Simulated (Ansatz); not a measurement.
Runs of Ansatz 0.2.0 on Ti. Symmetry: P6_3/mmc, No. 194, hexagonal system. Conventional cell: a = 2.950 Å, b = 2.950 Å, c = 4.680 Å, α = 90.00°, β = 90.00°, γ = 120.00°. Ti (site symmetry -6m2) has 12 Ti at 2.89 to 2.95 Å as nearest neighbours. 

```csv
task,level,potentials or basis,cell,k mesh,cutoff (eV),smearing,points for each segment of the path,mesh quality,gap on the mesh (eV),pressure (GPa),relaxed volume (Å³/atom)
single point,PBE,Ansatz PAW,as given,10 × 10 × 6,420,gaussian 0.017 eV,-,not flagged,none,(a),-
relaxation of cell and atoms,revPBE+D3(BJ),Ansatz PAW,relaxed,10 × 10 × 6,420,fermi-dirac 0.05 eV,-,not flagged,-,0.0,16.07
relaxation of cell and atoms,BLYP+D3(BJ),Ansatz PAW,relaxed,10 × 10 × 6,420,fermi-dirac 0.05 eV,-,not flagged,-,0.0,(b)
single point,PBE,Ansatz PAW,as given,4 × 4 × 2,420,fermi-dirac 0.05 eV,-,coarse,none,-1.3,-
projected density of states,r2SCAN+rVV10,Ansatz NC,as given,10 × 10 × 6,1143,fermi-dirac 0.025 eV,-,not flagged,none,-,-
relaxation of cell and atoms,LDA,Ansatz PAW,relaxed,10 × 10 × 6,420,fermi-dirac 0.05 eV,-,not flagged,-,0.0,16.10
band structure,HSE06,Ansatz PAW,as given,6 × 6 × 3,420,fermi-dirac 0.05 eV,4,coarse,none,-,-
relaxation of cell and atoms,revPBE,Ansatz PAW,relaxed,10 × 10 × 6,420,fermi-dirac 0.05 eV,-,not flagged,-,0.0,17.77
```

Alike in all rows: no spin polarisation.

Q: Fill in the values left out.

A: (a) -1.4; (b) 15.62.

Caveats: some runs use coarse meshes; the PAW data sets come from PBE, with cores solved anew for the run's functional, which leaves a small shift of forces and pressure (some runs); the potentials were made for another functional, which shifts forces and pressure (some runs); the plane-wave basis is chosen anew once the cell has moved, so the energies of steps on either side of that aren't comparable (some runs); the volume moved by -11 % from the deposited cell, more than functionals usually miss (some runs); the rVV10 pressure on norm-conserving files is uncertain (some runs); pairwise dispersion overbinds metals, which lowers pressure and volume (some runs).

A k mesh can miss the band edges.

A gap of «none» marks a metal or a gap under the smearing width.

Not every run made on this cell is shown here.
